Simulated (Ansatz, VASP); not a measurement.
# Y: VASP beside Ansatz

```
Y
1.0
     0.00000    2.68380    2.58440
     2.68380    0.00000    2.58440
     2.68380    2.68380    0.00000
Y
1
Direct
  0.00000 0.00000 0.00000
```

Change from the starting cell: strain +0.080 along x and y, +0.040 along z, atoms carried along.

Alike in both runs: task single point; functional PBEsol; k mesh 16 × 16 × 16; occupations gaussian, width 0.15 eV; no spin polarisation.

|  | VASP | Ansatz |
| --- | --- | --- |
| version | VASP 6.6.1 | Ansatz 0.2.0 |
| potentials or method | VASP PAW PBE potentials, release 64 (Y_sv) | scalar-relativistic, plane waves, PAW |
| plane-wave cutoff (eV) | 520 | 420 |
| valence electrons in the cell | 11 | 11 |

|  | VASP | Ansatz | Ansatz less VASP |
| --- | --- | --- | --- |
| gap on the k mesh at the Fermi level (eV) | none | none | - |
| pressure (GPa) | -5.8 | -5.8 | +0.06 |
| largest component of the traceless stress (GPa) | 0.57 | 0.56 | -0.004 |

A gap of «none» marks a metal or a gap that the smearing closes.

Caveats: the PAW data sets were made with another functional, which shifts forces and pressure a little (VASP).
